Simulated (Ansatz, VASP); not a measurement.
# TePb: VASP and Ansatz over several settings

```
Pb Te
1.0
     0.00000    3.20931    3.20931
     3.20931    0.00000    3.20931
     3.20931    3.20931    0.00000
Pb Te
1 1
Cartesian
  0.0000 0.0000 0.0000
  3.2093 3.2093 3.2093
```

Change from the starting cell: volume scaled by 0.98.

Single points on this cell with VASP 6.6.1 and Ansatz 0.2.0. Each row is one pair of runs. Alike in all rows: spin: off; k mesh: 7 × 7 × 7; smearing: fermi-dirac, width 0.05 eV; VASP's potentials, cutoff: VASP PAW PBE potentials, release 64 (Pb_d, Te), 520 eV.

```csv
level,"Ansatz's potentials, cutoff","gap on the k mesh at the Fermi level (eV), VASP","gap on the k mesh at the Fermi level (eV), Ansatz","least direct gap on the mesh (eV), VASP","least direct gap on the mesh (eV), Ansatz","pressure (GPa), VASP","pressure (GPa), Ansatz"
PBE,"Ansatz PAW, 420 eV",0.98,0.98,0.98,0.98,3.1,3.1
PBE,"SPMS NC, 680 eV",0.98,0.99,0.98,0.99,3.1,3.1
PBE,"Ansatz PAW earlier set, 640 eV",0.98,0.98,0.98,0.98,3.1,3.2
PBE,"JTH PAW, 1800 eV",0.98,0.97,0.98,0.97,3.1,3.1
PBE,"PseudoDojo standard (PBE files), 1120 eV",0.98,0.98,0.98,0.98,3.1,3.0
PBE,"Ansatz PAW polarizable, 420 eV",0.98,0.98,0.98,0.98,3.1,3.1
PBE,"Ansatz NC, 1120 eV",0.98,0.98,0.98,0.98,3.1,3.2
r2SCAN,"Ansatz PAW, 500 eV",1.23,1.23,1.23,1.23,2.6,2.6
```

Gap on the k mesh at the fermi level (eV): the two programs differ by at most 0.011; least direct gap on the mesh (eV): the two programs differ by at most 0.011; pressure (GPa): the two programs differ by at most 0.08.

Caveats: the PAW data sets were made with another functional, which shifts forces and pressure a little (VASP); the PAW data sets come from PBE, with cores solved anew for the run's functional, which leaves a small shift of forces and pressure (Ansatz).
